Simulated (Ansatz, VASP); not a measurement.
One calculation of N, two programs

POSCAR

```
N
1.0
    5.8151017200      0.0000000000      0.0000000000
    0.0000000000      5.8151017200      0.0000000000
    0.0000000000      0.0000000000      5.8151017200
N
8
Direct
    0.0639014400      0.0639014400      0.0639014400
    0.4360985600      0.9360985600      0.5639014400
    0.5639014400      0.4360985600      0.9360985600
    0.9360985600      0.5639014400      0.4360985600
    0.9541388600      0.9541388600      0.9541388600
    0.5458611400      0.0458611400      0.4541388600
    0.4541388600      0.5458611400      0.0458611400
    0.0458611400      0.4541388600      0.5458611400
```

The input INCAR.step1:

```
PREC     = Accurate       # precision mode
ENCUT    = 520            # plane-wave cutoff, eV
ISMEAR   = 0              # smearing method
SIGMA    = 0.1            # smearing width, eV
LREAL    = F              # projectors in reciprocal space
LASPH    = T              # aspherical terms in the spheres
NELM     = 100            # most SCF steps
NBANDS   = 30             # bands
GGA      = PE             # functional
ALGO     = Normal         # electronic algorithm
EDIFF    = 1E-4           # SCF threshold, eV
LWAVE    = T              # write WAVECAR
LCHARG   = F              # write CHGCAR
```

The input INCAR.step2:

```
PREC     = Accurate       # precision mode
ENCUT    = 520            # plane-wave cutoff, eV
EDIFF    = 1E-6           # SCF threshold, eV
ISMEAR   = 0              # smearing method
SIGMA    = 0.1            # smearing width, eV
LREAL    = F              # projectors in reciprocal space
LASPH    = T              # aspherical terms in the spheres
NELM     = 100            # most SCF steps
ALGO     = Normal         # electronic algorithm
ISIF     = 2              # what is computed and relaxed
LWAVE    = F              # write WAVECAR
LCHARG   = T              # write CHGCAR
METAGGA  = R2SCAN         # meta-GGA
LMIXTAU  = T            
LELF     = T              # ELF
LVHAR    = T            
NBANDS   = 30             # bands
ISTART   = 1
```

The input KPOINTS:

```
Automatic mesh
0
Gamma
  4 4 4
```

Input for Ansatz:

```yaml
crystal:
  lattice:
    - [5.81510172, 0.0, 0.0]
    - [0.0, 5.81510172, 0.0]
    - [0.0, 0.0, 5.81510172]
  atoms:
    - { symbol: "N", position: [0.06390144, 0.06390144, 0.06390144] }
    - { symbol: "N", position: [0.43609856, 0.93609856, 0.56390144] }
    - { symbol: "N", position: [0.56390144, 0.43609856, 0.93609856] }
    - { symbol: "N", position: [0.93609856, 0.56390144, 0.43609856] }
    - { symbol: "N", position: [0.95413886, 0.95413886, 0.95413886] }
    - { symbol: "N", position: [0.54586114, 0.04586114, 0.45413886] }
    - { symbol: "N", position: [0.45413886, 0.54586114, 0.04586114] }
    - { symbol: "N", position: [0.04586114, 0.45413886, 0.54586114] }
basis:
  ecutwfc: 500
kpoints:
  mp_grid: { grid: [4, 4, 4] }
hamiltonian:
  xc: r2scan
scf:
  occupations: { method: gaussian, width: 0.1 }
  lower_state_search: "off"
output:
  forces: true
  stress: true
  eigenvalues: true
```

Alike in both runs: task single point; functional r2SCAN; k mesh 4 × 4 × 4; occupations gaussian, width 0.1 eV; no spin polarisation.

```csv
,VASP,Ansatz
version,VASP 6.6.1,Ansatz 0.2.0
potentials or method,"VASP PAW PBE potentials, release 64 (N)","scalar-relativistic, plane waves, PAW"
plane-wave cutoff (eV),520,500
valence electrons in the cell,40,40
```

VASP gave:

```
gap on the k mesh at the Fermi level (eV) : 8.13
least direct gap on the mesh (eV)         : 8.14
pressure (GPa)                            : -0.1
rms of the force components (eV/Å)        : 0.109
```

Task: Which values does Ansatz return?

Result: gap on the k mesh at the Fermi level (eV): 8.16; least direct gap on the mesh (eV): 8.18; pressure (GPa): -2.2; rms of the force components (eV/Å): 1.040.

Atom by atom the forces differ by 1.148 eV/Å (rms over components). One of these differences is far larger than is usual between the two programs; its cause wasn't traced. The functional is the same, so the differences come from potentials, cutoffs and numerics.

Caveats: the standard files for N, O and F lose accuracy on very short bonds; the PAW data sets were made with another functional, which shifts forces and pressure a little (VASP). A k mesh can miss the band edges. r2SCAN opens gaps a little over a GGA but as a rule still falls short of measured ones.
